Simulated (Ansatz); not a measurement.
# WC (Fm-3m) in Ansatz: reference runs

How does WC come out in PBEsol? The cell is run as given and disturbed.

All numbers are computed with Ansatz 0.2.0; they aren't measurements. Logs are shortened: lines on timing, memory, paths and dates and some standing lists are left out, and cuts for length are marked.

### 1 The crystal as given

Symmetry: Fm-3m, No. 225, cubic system. The conventional cell has a = 4.385 Å, b = 4.385 Å, c = 4.385 Å, α = 90.00°, β = 90.00°, γ = 90.00°. W (site symmetry m-3m) has 6 C at 2.19 Å as nearest neighbours. C (site symmetry m-3m) is surrounded by 6 W at 2.19 Å.

Measurements of this composition are mostly on another form, of space group No. 187.

### 2 Single point, PBEsol

Contents of input.yaml:

```yaml
crystal:
  lattice:
    - [0.0, 2.192684, 2.192684]
    - [2.192684, 0.0, 2.192684]
    - [2.192684, 2.192684, 0.0]
  atoms:
    - { symbol: W, position: [0.0, 0.0, 0.0] }
    - { symbol: C, position: [0.5, 0.5, 0.5] }
kpoints:
  mp_grid: { grid: [10, 10, 10] }
scf:
  occupations: { method: fermi_dirac, width: 0.05 }
hamiltonian:
  xc: pbesol
  pseudopotentials: { kind: all_electron, lapw: { basis_error: 0.001 } }
output:
  forces: true
  stress: true
  eigenvalues: true
  populations: true
```

Potentials or basis: all-electron LAPW, scalar-relativistic.

Command:

```
> ansatz run input.yaml --threads 1 --pin off --max-ram 3072MiB --backend cpu --events-out ev --progress --plain --runs-dir out
```

Output:

```text
Warning: RAYON_NUM_THREADS=1 ignored (pool sized by the plan → 1); use --threads N
W: projections on atomic orbitals take those of the free atom 1s2 2s2 2p6 3s2 3p6 3d10 4s2 4p6 4d10 4f14 5s2 5p6 5d4 6s2, of charge +0.00 (hamiltonian.pseudopotentials.projection_atoms)
C: projections on atomic orbitals take those of the free atom 1s2 2s2 2p2, of charge +0.00 (hamiltonian.pseudopotentials.projection_atoms)
LAPW: plane waves up to 9.393 Å⁻¹, error target 1.0e-3 eV per atom; small_component_spin mean_spin; C in spheres of 0.903 Å, 6 of its electrons in bands, Dirac shells []; W in spheres of 1.290 Å, 44 of its electrons in bands, Dirac shells [] (how accurate: hamiltonian.pseudopotentials.lapw.basis_error, Limitations)
Engine: ansatz 0.2.0, aarch64-unknown-linux-gnu
Pseudopotentials: kind: all_electron
Pseudopotential: W, LAPW, valence charge 44, lapw/all_electron/scalar/gaussian/W, Koelling and Harmon's equation, gaussian nucleus
Pseudopotential: C, LAPW, valence charge 6, lapw/all_electron/scalar/gaussian/C, Koelling and Harmon's equation, gaussian nucleus
Functional definition: PBEsol
  exchange = pbesol_x
  correlation = pbesol_c
Crystal: 2 atoms, lattice volume = 21.084 Å³
Basis set: ecut = 336.11568824292243 eV, 283 PW (Γ), exchange–correlation at level 2
Bands: 30, of which v1, the nominal top of the filled ones, is band 25 counted from 1 (24 counted from 0)
Symmetry: 48 space group operations
Space group: Fm-3m (ITA 225), of the structure as read, at distance tolerance 2.8e-5 Å
k-points: 47 of 1000
Non-local potential: W, projectors of the file, none
Non-local potential: C, projectors of the file, none
Initial density: superposition of atomic densities (chi_scale 0.1, normalization cell, long waves kept (reshape's long-wave potential 0.00 eV rms))
Initial wavefunctions: plane waves of lowest kinetic energy (no species holds an atomic orbital)
Functional: x = pbesol(κ = 0.804, μ = 0.12345679012345678), c = pbesol(β = 0.046)
iter 1 solved again at ethr=9.60e-3 eV; its pass at ethr=1.00e-1 eV (dr2=4.80e0 eV) is discarded
SCF iter   1: F=—  HF=-440107.954635 eV  |F-HF|=—  |Δ(HF+E_count)|=         —  Δρ=1.35e-1  dr2=4.80e0  ethr=9.60e-3  ⟨swp⟩=2.0  Hψ=8717  notcnv=0
preconditioner: auto → Kerker (q_TF=auto, 3.151 Å⁻¹)  [metal: Δε(μ)=0.027 eV  Ē_g=27.346 eV  σ=0.050 eV  W_gap=0.13  n_scr=14 (ndim 8)  ℏωp=44.3 eV  f_vac=0.000  D(μ)=1.10/eV (n_scr^D=14)]
iter 2 solved again at ethr=2.29e-4 eV; its pass at ethr=9.60e-3 eV (dr2=1.15e-1 eV) is discarded
SCF iter   2: F=—  HF=-440106.227703 eV  |F-HF|=—  |Δ(HF+E_count)|=    1.73e0  Δρ=2.42e-2  dr2=1.15e-1  ethr=2.29e-4  ⟨swp⟩=2.0  Hψ=7169  notcnv=0
preconditioner: auto → none  [insulator: Δε(μ)=0.162 eV  Ē_g=28.715 eV  σ=0.050 eV  W_gap=0.62  n_scr=14 (ndim 8)  ℏωp=44.3 eV  f_vac=0.000  D(μ)=0.72/eV (n_scr^D=8)  ε∞_Penn≈3.4]
SCF iter   3: F=—  HF=-440106.180344 eV  |F-HF|=—  |Δ(HF+E_count)|=         —  Δρ=1.12e-2  dr2=1.03e-2  ethr=2.29e-4  ⟨swp⟩=2.1  Hψ=4309  notcnv=0
the basis was enlarged: its passes take 221.4 KiB over the memory plan, 1 of 1 planned eigensolver slots
SCF iter   4: F=—  HF=-440106.178440 eV  |F-HF|=—  |Δ(HF+E_count)|=   1.90e-3  Δρ=3.46e-3  dr2=8.37e-4  ethr=2.07e-5  ⟨swp⟩=2.4  Hψ=4234  notcnv=0
SCF iter   5: F=—  HF=-440106.172666 eV  |F-HF|=—  |Δ(HF+E_count)|=   5.77e-3  Δρ=9.92e-4  dr2=1.45e-4  ethr=1.67e-6  ⟨swp⟩=3.0  Hψ=4309  notcnv=0
SCF iter   6: F=—  HF=-440106.172650 eV  |F-HF|=—  |Δ(HF+E_count)|=   1.65e-5  Δρ=1.01e-4  dr2=2.86e-6  ethr=2.90e-7  ⟨swp⟩=2.3  Hψ=4148  notcnv=0
SCF iter   7: F=—  HF=-440106.172648 eV  |F-HF|=—  |Δ(HF+E_count)|=   1.75e-6  Δρ=2.51e-5  dr2=1.21e-7  ethr=5.71e-9  ⟨swp⟩=2.0  Hψ=4125  notcnv=0
SCF iter   8: F=-440106.172648 eV  HF=-440106.172648 eV  |F-HF|=6.98e-10  |Δ(HF+E_count)|=   8.24e-8  Δρ=3.91e-6  dr2=1.73e-9  ethr=2.42e-10  ⟨swp⟩=2.7  Hψ=4180  notcnv=0
SCF 1 converged in 8 iterations: F = -440106.172648 eV  dr2 = 1.73e-9
SCF converged after 8 iterations
Free energy (F): -440106.172648 eV
Harris-Foulkes:  -440106.172648 eV  (|F-HF|=6.98e-10)
Internal energy: -440106.166257 eV  (E = F + TS)
E sigma→0 (E₀):  -440106.169452 eV
Entropy (-TS):   -0.006391 eV (-3.196 meV/atom)
Fermi energy:    26.669541 eV
--- Per-component energies (eV) ---
  E_band       = -4920.855898
  E_kinetic    = 492719.756762
  E_xc         = -8846.754853
  E_electrostatic = -923979.168166  (all electrons and nuclei)
  E_smearing   = -0.006391  (= −TS)
  E_closure    = 0.000000  (closes the sum)
  E_atoms      = -440084.679543  (free atoms, spherical and without spin; not in F)
  Σ components = -440106.172648   (vs F -440106.172648, Δ=0.00e0)
  Basis errors (estimates in eV, not in F): energy 3.6e-4 per atom: plane waves 3.3e-4 (1.8e-4 summed), levels above the bands 8.5e-86, relativity 3.2e-8, radial functions 3.1e-5, core shells 1.7e-7; eigenvalues (radial functions only) 4.0e-6; not estimated: angular momenta, meshes, grids; target (lapw.basis_error) 1.0e-3; muffin-tin radii C 0.903 Å, W 1.290 Å
--- Forces (eV/Å), atoms counted from 1 ---
  atom   1  W     -0.00000000    -0.00000000     0.00000000
  atom   2  C      0.00000000    -0.00000000    -0.00000000
  max |Σ_I F_I| component: 2.31e-30 eV/Å
--- Stress (GPa, compression-positive) ---
      -10.213254       0.000000       0.000000
        0.000000     -10.213254       0.000000
        0.000000       0.000000     -10.213254
  P = ⅓ Tr σ = -10.2133 GPa (-102.133 kbar)
--- Band table (eV; the first three rows and the last of 47) ---
  k-point 0: bands = ["-392.2525", "-392.2525", "-392.2525", "-238.6807", "-207.5474", "-207.5474", "-207.5352", "-207.5352", "-207.5352", "-48.6799", "-12.7173", "-12.7173", "-12.7173", "-2.9209", "-2.9209", "-2.9209", "-2.9032", "-2.8896", "-2.8896", "-2.8896", "10.8416", "23.8570", "23.8570", "23.8570", "25.5958", "25.5958", "25.5958", "25.6467", "25.6467", "33.0857"]
  k-point 1: bands = ["-392.2525", "-392.2525", "-392.2525", "-238.6807", "-207.5474", "-207.5474", "-207.5352", "-207.5352", "-207.5352", "-48.6764", "-12.7762", "-12.7236", "-12.7236", "-2.9212", "-2.9196", "-2.9196", "-2.9021", "-2.8913", "-2.8913", "-2.8895", "11.1221", "22.9581", "23.4158", "23.4158", "24.4820", "24.4820", "25.9406", "27.7486", "27.7486", "33.6030"]
  k-point 2: bands = ["-392.2525", "-392.2525", "-392.2525", "-238.6807", "-207.5474", "-207.5474", "-207.5352", "-207.5352", "-207.5352", "-48.6671", "-12.9280", "-12.7401", "-12.7401", "-2.9221", "-2.9163", "-2.9163", "-2.8989", "-2.8957", "-2.8957", "-2.8893", "11.9152", "21.3025", "22.0358", "22.0358", "25.0697", "25.0697", "26.3910", "30.1039", "30.1039", "34.6470"]
  k-point 46: bands = ["-392.2525", "-392.2525", "-392.2525", "-238.6807", "-207.5474", "-207.5474", "-207.5352", "-207.5352", "-207.5352", "-48.6302", "-13.1396", "-13.0404", "-12.9335", "-2.9102", "-2.9100", "-2.9099", "-2.9072", "-2.9051", "-2.9037", "-2.8871", "13.8961", "20.5369", "20.6023", "20.6505", "26.3041", "27.8341", "28.9078", "29.9077", "31.6263", "37.6420"]
--- Löwdin populations: 2 sites ---
  site symbol       q [e]
     0      W     73.1643
     1      C      6.7690
  spilling = 0.000834 (of n_electrons = 80.000000)
```

It took 12 s on 1 thread of Arm Neoverse V2, shared host; peak memory 0.32 GiB.

Results:

* Free energy: -440106.1726 eV
* Pressure: -10.2 GPa
* Band gap on the k mesh: none (metal or under the smearing width)
* Loewdin charges: W +0.84; C -0.77 e

Levels at points of the mesh, in eV from the Fermi level:
| k point | band 21 | band 22 | band 23 | band 24 | band 25 | band 26 | band 27 | band 28 | band 29 | band 30 |
| --- | --- | --- | --- | --- | --- | --- | --- | --- | --- | --- |
| (0.00, 0.00, 0.00) | -15.83 | -2.81 | -2.81 | -2.81 | -1.07 | -1.07 | -1.07 | -1.02 | -1.02 | 6.42 |
| (0.00, 0.00, -0.50) | -11.17 | -9.85 | -6.63 | -6.63 | 1.00 | 1.00 | 2.28 | 4.85 | 8.75 | 8.75 |
| (0.00, -0.50, -0.50) | -13.58 | -5.84 | -5.63 | -2.52 | -2.52 | 0.80 | 2.23 | 2.23 | 5.37 | 7.22 |

The run has no spin-orbit coupling, so splittings on W are missing.

### 3 Single point, PBEsol (atoms moved at random, drawn with an rms of 0.05 Å)

Edit input.yaml of step 2 so:

```diff
@@ -6,4 +6,4 @@
   atoms:
-    - { symbol: W, position: [0.0, 0.0, 0.0] }
-    - { symbol: C, position: [0.5, 0.5, 0.5] }
+    - { symbol: W, position: [-0.017418, -0.004818, 0.002798] }
+    - { symbol: C, position: [0.517446, 0.505944, 0.486775] }
 kpoints:
```

Potentials or basis: all-electron LAPW, scalar-relativistic.

Command:

```
> ansatz run input.yaml --threads 1 --pin off --max-ram 3072MiB --backend cpu --events-out ev --progress --plain --runs-dir out
```

Output:

```text
Warning: RAYON_NUM_THREADS=1 ignored (pool sized by the plan → 1); use --threads N
W: projections on atomic orbitals take those of the free atom 1s2 2s2 2p6 3s2 3p6 3d10 4s2 4p6 4d10 4f14 5s2 5p6 5d4 6s2, of charge +0.00 (hamiltonian.pseudopotentials.projection_atoms)
C: projections on atomic orbitals take those of the free atom 1s2 2s2 2p2, of charge +0.00 (hamiltonian.pseudopotentials.projection_atoms)
LAPW: plane waves up to 9.895 Å⁻¹, error target 1.0e-3 eV per atom; small_component_spin mean_spin; C in spheres of 0.854 Å, 6 of its electrons in bands, Dirac shells []; W in spheres of 1.240 Å, 44 of its electrons in bands, Dirac shells [] (how accurate: hamiltonian.pseudopotentials.lapw.basis_error, Limitations)
Engine: ansatz 0.2.0, aarch64-unknown-linux-gnu
[... 60 lines left out ...]
  k-point 1: bands = ["-392.2351", "-392.2345", "-392.2335", "-238.6680", "-207.5290", "-207.5277", "-207.5184", "-207.5180", "-207.5169", "-48.6628", "-12.7691", "-12.7164", "-12.7131", "-2.9033", "-2.9019", "-2.9016", "-2.8860", "-2.8749", "-2.8737", "-2.8719", "11.1263", "22.6323", "23.2390", "23.5305", "24.3994", "24.6092", "25.8805", "27.8973", "28.2032", "33.5505"]
  k-point 2: bands = ["-392.2351", "-392.2345", "-392.2335", "-238.6680", "-207.5290", "-207.5277", "-207.5184", "-207.5180", "-207.5169", "-48.6534", "-12.9213", "-12.7332", "-12.7298", "-2.9041", "-2.8986", "-2.8983", "-2.8829", "-2.8793", "-2.8781", "-2.8717", "11.9192", "21.0963", "22.0013", "22.2040", "25.0051", "25.0615", "26.3226", "30.1964", "30.3946", "34.5862"]
  k-point 503: bands = ["-392.2351", "-392.2345", "-392.2335", "-238.6680", "-207.5290", "-207.5277", "-207.5184", "-207.5180", "-207.5169", "-48.6290", "-13.3010", "-12.7779", "-12.7728", "-2.9071", "-2.8942", "-2.8939", "-2.8856", "-2.8849", "-2.8740", "-2.8717", "15.4251", "16.8727", "20.0342", "20.0675", "27.6366", "27.6823", "28.9476", "31.4084", "35.2264", "35.4899"]
--- Löwdin populations: 2 sites ---
  site symbol       q [e]
     0      W     73.1696
     1      C      6.7634
  spilling = 0.000837 (of n_electrons = 80.000000)
```

It took 3.8 min on 1 thread of Arm Neoverse V2, shared host; peak memory 1.1 GiB.

What came out:

- Free energy: -440106.1342 eV
- Pressure: -8.3 GPa
- Largest force: 0.705 eV/Å
- Band gap on the k mesh: none (metal or under the smearing width)
- Loewdin charges: W +0.83; C -0.76 e

Forces on the atoms (eV/Å):
```
W   -0.076  0.277  0.644
C    0.076 -0.277 -0.644
```

Stress tensor (GPa, compression positive):
```
-10.28  -0.01   0.00
 -0.01  -9.47   0.00
  0.00   0.00  -5.12
```

Levels at points of the mesh, in eV from the Fermi level:
| k point | band 22 | band 23 | band 24 | band 25 | band 26 | band 27 | band 28 | band 29 |
| --- | --- | --- | --- | --- | --- | --- | --- | --- |
| (0.00, 0.00, 0.00) | -3.09 | -3.06 | -2.78 | -2.03 | -1.22 | -0.71 | -0.47 | 0.10 |
| (0.00, 0.00, -0.50) | -9.80 | -6.58 | -6.54 | 0.99 | 1.03 | 2.29 | 4.68 | 8.48 |
| (0.00, -0.50, 0.00) | -9.81 | -6.58 | -6.53 | 0.99 | 1.02 | 2.29 | 4.66 | 8.45 |
| (0.00, -0.50, -0.50) | -5.99 | -5.60 | -2.61 | -2.26 | 0.99 | 2.26 | 2.26 | 5.43 |
| (-0.50, 0.00, 0.00) | -9.75 | -6.61 | -6.60 | 1.00 | 1.05 | 2.32 | 4.82 | 8.62 |
| (-0.50, 0.00, -0.50) | -5.96 | -5.60 | -2.59 | -2.29 | 0.97 | 2.26 | 2.26 | 5.38 |
| (-0.50, -0.50, 0.00) | -5.84 | -5.57 | -2.51 | -2.45 | 0.87 | 2.25 | 2.26 | 5.13 |
| (-0.50, -0.50, -0.50) | -9.77 | -6.61 | -6.57 | 1.00 | 1.04 | 2.31 | 4.77 | 8.59 |

Spin-orbit coupling is left out, which matters for the levels of W.
